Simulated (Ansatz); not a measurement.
Set up this calculation in Ansatz 0.2.0, as the native input.

```yaml
Task: band structure
Functional: PBEsol
Potentials_or_basis: Ansatz PAW
Cutoff: "420 eV (not typed: the program's choice for these potentials)"
k_mesh: 8 × 8 × 8
Occupations: fermi-dirac, width 0.05 eV
Spin: spin-orbit coupling, no magnetisation
Path: "[[\"G\", \"X\", \"M\", \"G\", \"R\", \"X\"], [\"M\", \"R\"]]"
Points_for_each_segment_of_the_path: 14
```

Crystal: AlAu.

```xyz
2
Lattice="3.2239 0.0000 0.0000 0.0000 3.2239 0.0000 0.0000 0.0000 3.2239" Properties=species:S:1:pos:R:3 pbc="T T T"
Au    1.6120    1.6120    1.6120
Al    0.0000    0.0000    0.0000
```

The cell comes from a database or a generator and needn't be the stable form of this composition.

These files were run (other wordings do the same):

input.yaml

```yaml
crystal:
  lattice:
    - [3.223942, 0.0, 0.0]
    - [0.0, 3.223942, 0.0]
    - [0.0, 0.0, 3.223942]
  atoms:
    - { symbol: Au, position: [0.5, 0.5, 0.5] }
    - { symbol: Al, position: [0.0, 0.0, 0.0] }
hamiltonian:
  xc: pbesol
  pseudopotentials: { kind: paw_fr }
magnetization:
  noncollinear: true
  spin_orbit: true
kpoints:
  mp_grid: { grid: [8, 8, 8] }
  band_path:
    path:
      - [[0.0, 0.0, 0.0], [0.0, 0.5, 0.0], [0.5, 0.5, 0.0], [0.0, 0.0, 0.0], [0.5, 0.5, 0.5], [0.0, 0.5, 0.0]]
      - [[0.5, 0.5, 0.0], [0.5, 0.5, 0.5]]
    npoints: 14
scf:
  occupations: { method: fermi_dirac, width: 0.05 }
  n_extra_bands: 6
output:
  forces: true
  stress: true
  eigenvalues: true
  fatbands: false
```

Potentials or basis: Ansatz PAW.

The run is started by

```console
$ ansatz run input.yaml --threads 2 --pin off --max-ram 5632MiB --backend cpu --events-out ev --progress --plain --runs-dir out
```

Results of the run:

```json
{
  "Pressure": "-6.1 GPa",
  "Band gap on the k mesh": "none (metal or under the smearing width)"
}
```

Caveat: the PAW data sets come from PBE, with cores solved anew for the run's functional, which leaves a small shift of forces and pressure.

It took 5.4 s on 2 threads of AMD EPYC 7R43 64-Core Processor (Zen 3), on a shared host, peak memory 0.46 GiB.
